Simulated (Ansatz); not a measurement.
# Ti3Si: the cost of one run

Program: Ansatz 0.2.0. Level of theory: DFT PBE, scalar-relativistic, plane waves, PAW. These are calculated values, not measurements.

1 further run of the same task is left out (it didn't finish).

### Step 1. The system as given

The structure is hexagonal, space group P-6m2 (No. 187). The conventional cell has a = 4.551 Å, b = 4.551 Å, c = 3.516 Å, α = 90.00°, β = 90.00°, γ = 120.00°. Around Ti (site symmetry mm2) lie 4 Ti at 2.15 to 2.40 Å and 2 Si at 2.28 Å. Si (site symmetry -6m2) has 6 Ti at 2.28 Å as nearest neighbours.

As a file:

```xyz
4
Lattice="4.5505 0.0000 0.0000 -2.2753 3.9409 0.0000 0.0000 0.0000 3.5161" Properties=species:S:1:pos:R:3 pbc="T T T"
Ti    1.0774    2.0052    0.0000
Ti    0.0000    3.8714    0.0000
Ti   -1.0774    2.0052    0.0000
Si    0.0000    0.0000    0.0000
```

The cell is invented: random cell by space group and Wyckoff sites (P-6m2, No. 187). Lengths come from tabulated atomic sizes and are only a guess.

### Step 2. The guess as it stands, on a coarse mesh

Contents of input.yaml:

```yaml
crystal:
  lattice:
    - [4.5505217, 0.0, 0.0]
    - [-2.27526085, 3.94086739, 0.0]
    - [0.0, 0.0, 3.51612182]
  atoms:
    - { symbol: Ti, position: [0.49118263, 0.50881737, 0.0] }
    - { symbol: Ti, position: [0.49118263, 0.98236527, 0.0] }
    - { symbol: Ti, position: [0.01763473, 0.50881737, 0.0] }
    - { symbol: Si, position: [0.0, 0.0, 0.0] }
basis:
  ecutwfc: 420
kpoints:
  mp_grid: { grid: [6, 6, 6] }
hamiltonian:
  xc: pbe
scf:
  occupations: { method: gaussian, width: 0.1 }
  lower_state_search: "off"
output:
  forces: true
  stress: true
  eigenvalues: true
```

On the command line:

```
$ ansatz run input.yaml --threads 1 --pin off --max-ram 2560MiB --backend cpu --events-out ev --progress --plain --runs-dir out
```

**Question.** How long does this run take on 1 thread of Intel Xeon at 2.70GHz, shared host, and how much memory does it need?

About 4.3 s, with a peak of 0.34 GiB.
